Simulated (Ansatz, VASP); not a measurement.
# Cross-check of KTaO3 between VASP and Ansatz

Aim: how closely do two programs agree when they are given the same cell, functional and k mesh? The cell is taken from a series of runs on this material, whose earlier steps may have relaxed, scaled, displaced or heated it; both programs get it as it stands.

Calculated with Ansatz 0.2.0; plane waves, with VASP 6.6.1 beside it; single point at PBEsol, spin-orbit coupling.

### Step 1. The structure

Symmetry: Pm-3m, No. 221, cubic system. The conventional cell has a = 3.988 Å, b = 3.988 Å, c = 3.988 Å, α = 90.00°, β = 90.00°, γ = 90.00°. Nearest to K lie 12 O at 2.82 Å. Nearest to Ta lie 6 O at 1.99 Å. Nearest to O lie 2 Ta at 1.99 Å and 4 K at 2.82 Å. Farther neighbours and most contacts between anions are not listed.

As a file:

```cif
data_structure
_symmetry_space_group_name_H-M 'P 1'
_symmetry_Int_Tables_number 1
_cell_length_a 3.9883
_cell_length_b 3.9883
_cell_length_c 3.9883
_cell_angle_alpha 90.000
_cell_angle_beta 90.000
_cell_angle_gamma 90.000
_cell_volume 63.44
loop_
_atom_site_label
_atom_site_type_symbol
_atom_site_fract_x
_atom_site_fract_y
_atom_site_fract_z
_atom_site_occupancy
K1 K 0.50000 0.50000 0.50000 1
Ta2 Ta 0.00000 0.00000 0.00000 1
O3 O 0.50000 0.00000 0.00000 1
O4 O 0.00000 0.50000 0.00000 1
O5 O 0.00000 0.00000 0.50000 1
```

### Step 2. VASP: single point, PBEsol, spin-orbit coupling

With cell and atoms fixed, the geometry can't cause a difference; cores, projectors, grids and the points listed under the comparison can.

Lines of VASP's logs that name or quote its potential files are left out, and so is its time.

INCAR

```
SYSTEM = KTaO3
PREC = Accurate
ENCUT = 520
EDIFF = 1E-06
NELM = 100
ISMEAR = 0
SIGMA = 0.01
LREAL = .FALSE.
ALGO = Normal
GGA = PS
LNONCOLLINEAR = .TRUE.
MAGMOM = 0 0 0 0 0 0 0 0 0 0 0 0 0 0 0
NBANDS = 50
GGA_COMPAT = .FALSE.
LASPH = .TRUE.
LSORBIT = .TRUE.
LMAXMIX = 4
LORBIT = 11
LWAVE = .FALSE.
LCHARG = .FALSE.
KPAR = 2
ISIF = 2
```

POSCAR

```
KTaO3
1.0
    3.9883000000      0.0000000000      0.0000000000
    0.0000000000      3.9883000000      0.0000000000
    0.0000000000      0.0000000000      3.9883000000
K Ta O
1 1 3
Direct
    0.5000000000      0.5000000000      0.5000000000
    0.0000000000      0.0000000000      0.0000000000
    0.5000000000      0.0000000000      0.0000000000
    0.0000000000      0.5000000000      0.0000000000
    0.0000000000      0.0000000000      0.5000000000
```

KPOINTS

```
Automatic mesh
0
Gamma
6 6 6
0 0 0
```

Potentials, in the order of the species: K_sv, Ta_pv and O (PBE family, release 64).

The run is started by

```console
> mpirun -np 2 vasp_ncl
```

Numbers of over 12 decimals in the logs are rounded to 6 here.

Output:

```text
[banner, memory and clock lines left out]
running    2 mpi-ranks, on    1 nodes
 distrk:  each k-point on    1 cores,    2 groups
 distr:  one band on    1 cores,    1 groups

 POSCAR found type information on POSCAR K TaO
 POSCAR found :  3 types and       5 ions
|                                                                             |
|               ----> ADVICE to this user running VASP <----                  |
|                                                                             |
|     You enforced a specific xc type in the INCAR file but a different       |
|     [... a line on the potential file left out ...]
|     I HOPE YOU KNOW WHAT YOU ARE DOING!                                     |
|                                                                             |

 LDA part: xc-table for (Slater+PW92), standard interpolation
 POSCAR, INCAR and KPOINTS ok, starting setup
 FFT: planning ... GRIDC
 FFT: planning ... GRID_SOFT
 FFT: planning ... GRID
 WAVECAR not read
 entering main loop
       N       E                     dE             d eps       ncg     rms          rms(c)
DAV:   1     0.349113170053E+03    0.34911E+03   -0.20710E+04  2000   0.154E+03
DAV:   2    -0.238707238017E+02   -0.37298E+03   -0.35995E+03  2364   0.448E+02
DAV:   3    -0.505811903517E+02   -0.26710E+02   -0.26529E+02  2630   0.117E+02
DAV:   4    -0.513478171642E+02   -0.76663E+00   -0.76460E+00  3048   0.168E+01
DAV:   5    -0.513691215525E+02   -0.21304E-01   -0.21297E-01  2844   0.214E+00    0.358E+01
DAV:   6    -0.437713011201E+02    0.75978E+01   -0.34032E+01  2560   0.415E+01    0.143E+01
DAV:   7    -0.436070514109E+02    0.16425E+00   -0.21714E+00  2314   0.966E+00    0.950E+00
DAV:   8    -0.435403265014E+02    0.66725E-01   -0.37246E-01  2492   0.517E+00    0.194E+00
DAV:   9    -0.435302057462E+02    0.10121E-01   -0.31382E-02  2474   0.140E+00    0.278E-01
DAV:  10    -0.435292232068E+02    0.98254E-03   -0.62561E-03  2764   0.494E-01    0.192E-01
DAV:  11    -0.435293105703E+02   -0.87363E-04   -0.89056E-04  2552   0.230E-01    0.442E-02
DAV:  12    -0.435292953207E+02    0.15250E-04   -0.21425E-04  2392   0.107E-01    0.205E-02
DAV:  13    -0.435293064271E+02   -0.11106E-04   -0.16929E-05  2670   0.285E-02    0.876E-03
DAV:  14    -0.435293065631E+02   -0.13597E-06   -0.89020E-07  1778   0.687E-03
   1 F= -.43529307E+02 E0= -.43529307E+02  d E =-.135374E-90  mag=    -0.0000     0.0000    -0.0000
```

Parts of OUTCAR (step 2):

```text
ion  position               nearest neighbor table
   1  0.500  0.500  0.500-   3 2.82   4 2.82   5 2.82   3 2.82   4 2.82   3 2.82   5 2.82   3 2.82
                             4 2.82   5 2.82   4 2.82   5 2.82   2 3.45   2 3.45   2 3.45   2 3.45
   2  0.000  0.000  0.000-   3 1.99   4 1.99   5 1.99   5 1.99   4 1.99   3 1.99   1 3.45   1 3.45
                             1 3.45   1 3.45   1 3.45   1 3.45   1 3.45   1 3.45
   3  0.500  0.000  0.000-   2 1.99   2 1.99   1 2.82   1 2.82   1 2.82   1 2.82
   4  0.000  0.500  0.000-   2 1.99   2 1.99   1 2.82   1 2.82   1 2.82   1 2.82
   5  0.000  0.000  0.500-   2 1.99   2 1.99   1 2.82   1 2.82   1 2.82   1 2.82

  LATTYP: Found a simple cubic cell.
 ALAT       =     3.9883000000

 Subroutine GETGRP returns: Found 48 space group operations
 (whereof 48 operations were pure point group operations)

The static configuration has the point symmetry O_h .

 Found     20 irreducible k-points:

   k-points           NKPTS =     20   k-points in BZ     NKDIM =     20   number of bands    NBANDS=     50

   dimension x,y,z NGX =    30 NGY =   30 NGZ =   30
   dimension x,y,z NGXF=    60 NGYF=   60 NGZF=   60

   ENCUT  =  520.0 eV  38.22 Ry    6.18 a.u.   7.42  7.42  7.42*2*pi/ulx,y,z

   NELECT =      38.0000    total number of electrons

 k-points in reciprocal lattice and weights: Automatic mesh
   0.00000000  0.00000000  0.00000000       0.005
   0.16666667  0.00000000  0.00000000       0.028
   0.33333333  0.00000000  0.00000000       0.028
   0.50000000  0.00000000  0.00000000       0.014
   0.16666667  0.16666667  0.00000000       0.056
   0.33333333  0.16666667  0.00000000       0.111
   0.50000000  0.16666667  0.00000000       0.056
   0.33333333  0.33333333  0.00000000       0.056
   0.50000000  0.33333333  0.00000000       0.056
[...]
0.50000000  0.50000000  0.33333333       0.028
   0.50000000  0.50000000  0.50000000       0.005

 average (electrostatic) potential at core
       1 -32.5435       2 -40.5147       3 -71.8712       4 -71.8712       5 -71.8712

 E-fermi :   1.8075

 k-point     1 :       0.0000    0.0000    0.0000
  band No.  band energies     occupation
    ...
     34       0.9379      1.00000
     35       1.1109      1.00000
     36       1.1109      1.00000
     37       1.1109      1.00000
     38       1.1109      1.00000
     39       3.5843      0.00000
     40       3.5843      0.00000
     41       3.5843      0.00000
     42       3.5843      0.00000
     43       3.9847      0.00000
    ...

 k-point     2 :       0.1667    0.0000    0.0000
  band No.  band energies     occupation
    ...
     34       0.4604      1.00000
     35       0.8707      1.00000
     36       0.8707      1.00000
     37       1.0058      1.00000
     38       1.0058      1.00000
     39       3.7217      0.00000
     40       3.7217      0.00000
     41       4.4136      0.00000
     42       4.4136      0.00000
     43       4.6940      0.00000
    ...

 k-point     3 :       0.3333    0.0000    0.0000
  band No.  band energies     occupation
    ...
     34       0.2245      1.00000
     35       0.7782      1.00000
     36       0.7782      1.00000
     37       0.9312      1.00000
     38       0.9312      1.00000
     39       3.8225      0.00000
     40       3.8225      0.00000
     41       5.8026      0.00000
     42       5.8026      0.00000
     43       6.0637      0.00000
    ...

  Total        0.2017890      0.2017890      0.2017890      0.0000000      0.0000000     -0.0000000
  in kB        5.0961785      5.0961785      5.0961785      0.0000000      0.0000000     -0.0000000
  external PRESSURE =       5.0961785 kB  Pullay stress =       0.0000000 kB

  energy-cutoff  :      520.00
  volume of cell :       63.44
      direct lattice vectors                 reciprocal lattice vectors
     3.988300000  0.000000000  0.000000000     0.250733395  0.000000000  0.000000000
     0.000000000  3.988300000  0.000000000     0.000000000  0.250733395  0.000000000
     0.000000000  0.000000000  3.988300000     0.000000000  0.000000000  0.250733395

 POSITION                                       TOTAL-FORCE (eV/Angst)
 -----------------------------------------------------------------------------------
      1.99415      1.99415      1.99415         0.000000      0.000000      0.000000
      0.00000      0.00000      0.00000         0.000000      0.000000      0.000000
      1.99415      0.00000      0.00000         0.000000      0.000000      0.000000
      0.00000      1.99415      0.00000         0.000000      0.000000      0.000000
      0.00000      0.00000      1.99415         0.000000      0.000000      0.000000
 -----------------------------------------------------------------------------------
    total drift:                                0.000000      0.000000     -0.000000

  FREE ENERGIE OF THE ION-ELECTRON SYSTEM (eV)
  ---------------------------------------------------
  free  energy   TOTEN  =       -43.5293065631 eV

  energy  without entropy=      -43.5293065631  energy(sigma->0) =      -43.52930656

 Spin-Orbit-Coupling matrix elements
 Ion:    1  E_soc:     -0.0080219
 Ion:    2  E_soc:     -1.1944383
 Ion:    3  E_soc:     -0.0006260
 Ion:    4  E_soc:     -0.0006260
 Ion:    5  E_soc:     -0.0006260

 total charge
# of ion       s       p       d       tot
------------------------------------------
    1        1.960   5.587   0.049   7.596
    2        0.348   6.361   2.081   8.790
    3        1.558   3.500   0.000   5.058
    4        1.558   3.500   0.000   5.058
    5        1.558   3.500   0.000   5.058
--------------------------------------------------
tot          6.983  22.447   2.130  31.559

 magnetization (x)
# of ion       s       p       d       tot
------------------------------------------
    1        0.000   0.000   0.000   0.000
    2        0.000  -0.000   0.000   0.000
    3       -0.000  -0.000   0.000  -0.000
    4        0.000   0.000   0.000   0.000
    5       -0.000   0.000   0.000   0.000
--------------------------------------------------
tot          0.000   0.000   0.000   0.000

 magnetization (y)
# of ion       s       p       d       tot
------------------------------------------
    1        0.000   0.000   0.000   0.000
    2        0.000  -0.000   0.000   0.000
    3       -0.000   0.000   0.000   0.000
    4        0.000   0.000   0.000   0.000
    5        0.000  -0.000   0.000   0.000
--------------------------------------------------
tot          0.000   0.000   0.000   0.000

 magnetization (z)
# of ion       s       p       d       tot
------------------------------------------
    1       -0.000  -0.000  -0.000  -0.000
    2        0.000   0.000   0.000   0.000
    3        0.000  -0.000   0.000  -0.000
    4       -0.000   0.000   0.000  -0.000
    5        0.000  -0.000   0.000  -0.000
--------------------------------------------------
tot         -0.000  -0.000   0.000  -0.000

[... 3 further parts left out ...]
```

The run ends at a pressure of 0.51 GPa.

(Continued in part 2 of 2.)

[Lines on the potential files, build, host, timing and source positions are cut from VASP's logs without a mark.]

[Logs are printed without paths, hosts, clocks, repeated set-up lines and the standing remarks that a program may print on its own settings, such as how far it seeks lower states.]

[Hosts, paths, dates, database ids (printed as entryN), source tags and the programs' standing remarks are cut or masked in the printed files.]
